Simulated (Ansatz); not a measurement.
Space group P-3m1 (No. 164). a = 3.673 Å, b = 3.673 Å, c = 6.265 Å, α = 90.00°, β = 90.00°, γ = 120.00°
```csv
atom,site,symmetry,x,y,z
Sn,1a,-3m.,0.0000,0.0000,0.0000
S,2d,3m.,0.3333,0.6667,0.2334
```

Equation of state of this SnS2 structure (not necessarily the ground state), with shape and atoms relaxed at each volume where symmetry leaves them free. These are results of DFT r2SCAN, scalar-relativistic, plane waves, PAW (Ansatz), not measurements.

Plane waves to 500 eV, a k mesh through Γ of 12×12×6 on the computed 3-atom cell and Gaussian smearing (0.02 eV); no spin polarisation.

```
V (Å³/atom) E − E(largest V) (meV/atom) P (GPa) gap on mesh (eV)
     22.938                         2.84     1.14              1.77
     23.670                        -0.97     0.40              1.86
     24.402                        -2.06     0.01              1.90
     25.134                        -1.48    -0.25              1.91
     25.866                         0.00    -0.39              1.92
```

Fit a third-order Birch–Murnaghan equation to E(V).

V0 = 24.45 Å³/atom, B0 = 12 GPa, B0' = 17.5. B0' is unusual or poorly fixed by this range.

The cell holds layers, and where no dispersion correction was added their binding is poorly described.

Cost: 5 runs of about 5.9 core-minutes in all, on Arm Neoverse V1 (shared hosts).